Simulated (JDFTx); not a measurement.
# Zn (P6_3/mmc) in JDFTx: a series of runs

The runs below take Zn through equation of state, with PBEsol.

All numbers are computed with JDFTx 1.7.0 (patched build); they aren't measurements. Logs are shortened: lines on timing, memory, paths and dates and some standing lists are left out, and cuts for length are marked. The log counts tension as positive stress, the text compression.

## 1. The crystal as given

The structure is hexagonal, space group P6_3/mmc (No. 194). The conventional cell has a = 2.670 Å, b = 2.670 Å, c = 4.966 Å, α = 90.00°, β = 90.00°, γ = 120.00°. Zn (site symmetry -6m2) is surrounded by 12 Zn at 2.67 to 2.92 Å.

## 2. Equation of state, PBEsol, 14.41 Å³/atom (volume scaled by 0.94)

Contents of Zn.in:

```
lattice Hexagonal 4.9425690608 9.1928082232
coords-type Lattice
ion Zn     0.6666666667     0.3333333333     0.7500000000 1
ion Zn     0.3333333333     0.6666666667     0.2500000000 1

ion-species pseudo/Zn.upf
elec-cutoff 42 336
elec-ex-corr gga-PBEsol
kpoint-folding 9 9 5
elec-smearing Fermi 0.0018374661
elec-n-bands 27
electronic-SCF nIterations 100 energyDiffThreshold 1e-09
electronic-minimize nIterations 30 energyDiffThreshold 1e-7
forces-output-coords Cartesian

dump-name run.$VAR
dump End Ecomponents EigStats BandEigs Kpoints Forces Stress
```

Potentials or basis: PseudoDojo-SR-PBEsol-0.4.1-standard with smoothed tails.

Started as:

```sh
> jdftx -c 1 -i Zn.in -o Zn.out
```

What it wrote:

```text
*************** JDFTx 1.7.0 (patched build) ***************

Input parsed successfully to the following command list (including defaults):
[... the input with its defaults ...]

---------- Setting up symmetries ----------

Found 24 point-group symmetries of the bravais lattice
Found 24 space-group symmetries with basis
Applied RMS atom displacement 2.85359e-10 bohrs to make symmetries exact.

---------- Initializing the Grid ----------
R =
[      4.94257     -2.47128            0  ]
[            0      4.28039            0  ]
[            0            0      9.19281  ]
unit cell volume = 194.484
G =
[    1.27124    0.73395         -0  ]
[          0     1.4679          0  ]
[          0         -0   0.683489  ]
Minimum fftbox size, Smin = [  44  44  76  ]
Chosen fftbox size, S = [  48  48  80  ]

---------- Initializing tighter grid for wavefunction operations ----------
R =
[      4.94257     -2.47128            0  ]
[            0      4.28039            0  ]
[            0            0      9.19281  ]
unit cell volume = 194.484
G =
[    1.27124    0.73395         -0  ]
[          0     1.4679          0  ]
[          0         -0   0.683489  ]
Minimum fftbox size, Smin = [  32  32  56  ]
Chosen fftbox size, S = [  32  32  56  ]

---------- Exchange Correlation functional ----------
Initalized PBEsol GGA exchange.
Initalized PBEsol GGA correlation.

---------- Setting up pseudopotentials ----------
Width of ionic core gaussian charges (only for fluid interactions / plotting) set to 0

Reading pseudopotential file 'pseudo/Zn.upf':
  'Zn' pseudopotential, 'PBESOL' functional
  Generated using ONCVPSP code by D. R. Hamann
  20 valence electrons, 4 orbitals, 6 projectors, 1001 radial grid points, with lMax = 2
    3S    l: 0   occupation:  2.0   eigenvalue: -4.737836
    3P    l: 1   occupation:  6.0   eigenvalue: -3.059602
    3D    l: 2   occupation: 10.0   eigenvalue: -0.373698
    4S    l: 0   occupation:  2.0   eigenvalue: -0.220431
  Core radius for overlap checks: 1.79 bohrs.

Initialized 1 species with 2 total atoms.

Folded 1 k-points by 9x9x5 to 405 k-points.

---------- Setting up k-points, bands, fillings ----------
Reduced to 36 k-points under symmetry.
Computing the number of bands and number of electrons
Calculating initial fillings.
nElectrons:  40.000000   nBands: 27   nStates: 36

----- Setting up reduced wavefunction bases (one per k-point) -----
average nbasis = 2528.333 , ideal nbasis = 2528.438

---------- Setting up ewald sum ----------
Optimum gaussian width for ewald sums = 2.059206 bohr.
Real space sum over 1521 unit cells with max indices [  6  6  4  ]
Reciprocal space sum over 2057 terms with max indices [  5  5  8  ]

---------- Allocating electronic variables ----------
Initializing wave functions:  linear combination of atomic orbitals
Note: number of bands (27) exceeds available atomic orbitals (20)
Zn pseudo-atom occupations:   s ( 2 2 )  p ( 6 )  d ( 10 )
	FillingsUpdate:  mu: +0.607735336  nElectrons: 40.000000
LCAOMinimize: Iter:   0  F: -412.8996869139776322  |grad|_K:  9.158e-04  alpha:  1.000e+00
	FillingsUpdate:  mu: +0.612733851  nElectrons: 40.000000
LCAOMinimize: Iter:   1  F: -412.9058508496963782  |grad|_K:  1.783e-05  alpha:  6.111e-01  linmin:  7.366e-02  cgtest: -8.739e-01
	FillingsUpdate:  mu: +0.612737527  nElectrons: 40.000000
[... 18 lines of inner loops ...]
	FillingsUpdate:  mu: +0.612654576  nElectrons: 40.000000
LCAOMinimize: Iter:   7  F: -412.9058538358239048  |grad|_K:  3.097e-09  alpha: -1.008e+00  linmin: -1.971e-01  cgtest:  9.975e-01
LCAOMinimize: Encountered beta<0, resetting CG.
LCAOMinimize: Converged (|Delta F|<1.000000e-06 for 2 iters).

-------- Electronic minimization -----------
Will mix electronic density at each iteration.
	FillingsUpdate:  mu: +0.612654576  nElectrons: 40.000000
	FillingsUpdate:  mu: +0.590546602  nElectrons: 40.000000
SCF: Cycle:  0   F: -412.971636529344210   dF: -6.578e-02   |Residual|: 3.266e-02   |deigs|: 4.392e-02
	FillingsUpdate:  mu: +0.591359950  nElectrons: 40.000000
SCF: Cycle:  1   F: -412.972271478732239   dF: -6.349e-04   |Residual|: 1.354e-02   |deigs|: 5.858e-03
	FillingsUpdate:  mu: +0.591827364  nElectrons: 40.000000
SCF: Cycle:  2   F: -412.972310835749624   dF: -3.936e-05   |Residual|: 4.078e-03   |deigs|: 1.620e-03
	FillingsUpdate:  mu: +0.591763773  nElectrons: 40.000000
SCF: Cycle:  3   F: -412.972314413610604   dF: -3.578e-06   |Residual|: 1.717e-03   |deigs|: 9.667e-04
	FillingsUpdate:  mu: +0.591873568  nElectrons: 40.000000
SCF: Cycle:  4   F: -412.972315939156658   dF: -1.526e-06   |Residual|: 5.755e-04   |deigs|: 5.566e-04
	FillingsUpdate:  mu: +0.591855486  nElectrons: 40.000000
SCF: Cycle:  5   F: -412.972316092378719   dF: -1.532e-07   |Residual|: 1.006e-04   |deigs|: 1.483e-04
	FillingsUpdate:  mu: +0.591851501  nElectrons: 40.000000
SCF: Cycle:  6   F: -412.972316101259707   dF: -8.881e-09   |Residual|: 6.143e-05   |deigs|: 7.569e-05
	FillingsUpdate:  mu: +0.591852953  nElectrons: 40.000000
SCF: Cycle:  7   F: -412.972316103787591   dF: -2.528e-09   |Residual|: 2.411e-05   |deigs|: 6.452e-05
	FillingsUpdate:  mu: +0.591853922  nElectrons: 40.000000
SCF: Cycle:  8   F: -412.972316104336187   dF: -5.486e-10   |Residual|: 8.253e-06   |deigs|: 5.497e-05
	FillingsUpdate:  mu: +0.591853609  nElectrons: 40.000000
SCF: Cycle:  9   F: -412.972316104463403   dF: -1.272e-10   |Residual|: 3.106e-06   |deigs|: 4.479e-05
SCF: Converged (|Delta E|<1.000000e-09 for 2 iters).

Setting wave functions to eigenvectors of Hamiltonian

# Stress tensor in Cartesian coordinates [Eh/a0^3]:
[  7.44005e-05            0            0  ]
[            0  7.44005e-05            0  ]
[            0            0  -1.7191e-05  ]

# Ionic positions in lattice coordinates:
ion Zn   0.666666666666667   0.333333333333333   0.750000000000000 1
ion Zn   0.333333333333333   0.666666666666667   0.250000000000000 1

# Forces in Cartesian coordinates:
force Zn   0.000000000000000   0.000000000000000   0.000000000000000 1
force Zn   0.000000000000000  -0.000000000000000   0.000000000000000 1

# Energy components:
   Eewald =     -250.5488659375219527
       EH =      136.0351008798145642
     Eloc =     -347.3201750857199954
      Enl =      -95.7746919047864793
      Exc =      -44.4833716482207464
 Exc_core =        4.8597072357995197
       KE =      184.2603721053515926
-------------------------------------
     Etot =     -412.9719243552834769
       TS =        0.0003917491799041
-------------------------------------
        F =     -412.9723161044634026

IonicMinimize: Iter:   0  F: -412.972316104463403  |grad|_K:  8.100e-36
IonicMinimize: Converged (|grad|_K<1.000000e-04).

#--- Lowdin population analysis ---
# oxidation-state Zn +0.579 +0.579

Dumping 'run.eigStats' ...
	eMin: -4.060774 at state 0 ( [ +0.000000 +0.000000 +0.000000 ] spin 0 )
	HOMO: +0.591289 at state 34 ( [ +0.333333 +0.333333 +0.200000 ] spin 0 )
	mu  : +0.591854
	LUMO: +0.592398 at state 27 ( [ +0.222222 +0.222222 +0.000000 ] spin 0 )
	eMax: +1.343241 at state 17 ( [ +0.111111 +0.111111 +0.400000 ] spin 0 )
	HOMO-LUMO gap: +0.001109
	Optical gap  : +0.004962 at state 34 ( [ +0.333333 +0.333333 +0.200000 ] spin 0 )
Done!
```

Wall time 51 s (1 thread of Intel Xeon Platinum 8488C (Sapphire Rapids), shared host); peak memory 0.14 GiB.

What came out:

* Free energy: -11237.5492 eV
* Pressure: -1.3 GPa
* Band gap on the k mesh: none (metal or under the smearing width)

## 3. Equation of state, PBEsol, 14.72 Å³/atom (volume scaled by 0.96)

Changes to Zn.in since step 2:

```diff
@@ -1,2 +1,2 @@
-lattice Hexagonal 4.9425690608 9.1928082232
+lattice Hexagonal 4.9773770320 9.2575484423
 coords-type Lattice
```

Potentials or basis: PseudoDojo-SR-PBEsol-0.4.1-standard with smoothed tails.

Started as:

```sh
> jdftx -c 1 -i Zn.in -o Zn.out
```

It took 44 s on 1 thread of Intel Xeon Platinum 8488C (Sapphire Rapids), shared host; peak memory 0.15 GiB.

Results (log left out):

* Free energy: -11237.5410 eV
* Pressure: -2.9 GPa
* Band gap on the k mesh: none (metal or under the smearing width)

## 4. Equation of state, PBEsol, 15.02 Å³/atom (volume scaled by 0.98)

Changes to Zn.in since step 3:

```diff
@@ -1,2 +1,2 @@
-lattice Hexagonal 4.9773770320 9.2575484423
+lattice Hexagonal 5.0117048549 9.3213956215
 coords-type Lattice
```

Started as:

```sh
> jdftx -c 1 -i Zn.in -o Zn.out
```

It took 44 s on 1 thread of Intel Xeon Platinum 8488C (Sapphire Rapids), shared host; peak memory 0.16 GiB.

Results (log left out):

```yaml
Free_energy: -11237.5269 eV
Pressure: -4.4 GPa
Band_gap_on_the_k_mesh: none (metal or under the smearing width)
```

## 5. Equation of state, PBEsol, 15.33 Å³/atom

Changes to Zn.in since step 4:

```diff
@@ -1,2 +1,2 @@
-lattice Hexagonal 5.0117048549 9.3213956215
+lattice Hexagonal 5.0455687528 9.3843799349
 coords-type Lattice
```

Started as:

```sh
> jdftx -c 1 -i Zn.in -o Zn.out
```

It took 44 s on 1 thread of Intel Xeon Platinum 8488C (Sapphire Rapids), shared host; peak memory 0.15 GiB.

Results (log left out):

```yaml
Free_energy: -11237.5075 eV
Pressure: -5.7 GPa
Band_gap_on_the_k_mesh: none (metal or under the smearing width)
```

## 6. Equation of state, PBEsol, 15.64 Å³/atom (volume scaled by 1.02)

Changes to Zn.in since step 5:

```diff
@@ -1,2 +1,2 @@
-lattice Hexagonal 5.0455687528 9.3843799349
+lattice Hexagonal 5.0789840891 9.4465299576
 coords-type Lattice
```

Potentials or basis: PseudoDojo-SR-PBEsol-0.4.1-standard with smoothed tails.

Started as:

```sh
> jdftx -c 1 -i Zn.in -o Zn.out
```

Run time: 44 s. Hardware: 1 thread of Intel Xeon Platinum 8488C (Sapphire Rapids), shared host; peak memory 0.16 GiB.

It converged, with:

| Property | Result |
| --- | --- |
| Free energy | -11237.4837 eV |
| Pressure | -6.8 GPa |
| Band gap on the k mesh | none (metal or under the smearing width) |

## 7. Equation of state, PBEsol, 15.94 Å³/atom (volume scaled by 1.04)

Changes to Zn.in since step 6:

```diff
@@ -1,2 +1,2 @@
-lattice Hexagonal 5.0789840891 9.4465299576
+lattice Hexagonal 5.1119654295 9.5078727801
 coords-type Lattice
```

Started as:

```sh
> jdftx -c 1 -i Zn.in -o Zn.out
```

Run time: 48 s. Hardware: 1 thread of Intel Xeon Platinum 8488C (Sapphire Rapids), shared host; peak memory 0.17 GiB.

Results (log left out):

* Free energy: -11237.4559 eV
* Pressure: -7.7 GPa
* Band gap on the k mesh: none (metal or under the smearing width)

## 8. Equation of state, PBEsol, 16.25 Å³/atom (volume scaled by 1.06)

Changes to Zn.in since step 7:

```diff
@@ -1,2 +1,2 @@
-lattice Hexagonal 5.1119654295 9.5078727801
+lattice Hexagonal 5.1445265968 9.5684341120
 coords-type Lattice
```

Started as:

```sh
> jdftx -c 1 -i Zn.in -o Zn.out
```

Run time: 46 s. Hardware: 1 thread of Intel Xeon Platinum 8488C (Sapphire Rapids), shared host; peak memory 0.17 GiB.

Results (log left out):

```
Free energy            : -11237.4248 eV
Pressure               : -8.5 GPa
Band gap on the k mesh : none (metal or under the smearing width)
```

## 9. Equation of state, PBEsol

Potentials or basis: PseudoDojo-SR-PBEsol-0.4.1-standard with smoothed tails.

No new run: the results of the series are fitted here.

Results:

| Property | Result |
| --- | --- |
| Equilibrium volume | 14.20 Å³/atom (rough: see the caveat) |
| Bulk modulus at fixed shape and positions | 91 GPa (rough) |

Energy against volume, from the lowest point:
| volume (Å³/atom) | energy (meV/atom) |
| --- | --- |
| 14.410 | 0.00 |
| 14.716 | 4.09 |
| 15.023 | 11.16 |
| 15.330 | 20.83 |
| 15.636 | 32.76 |
| 15.943 | 46.65 |
| 16.249 | 62.22 |

Caveat: the minimum lies outside the volumes run; the cell was scaled at fixed shape and fractional positions, which overstates the stiffness of a crystal with free parameters, most of all of layers and chains.
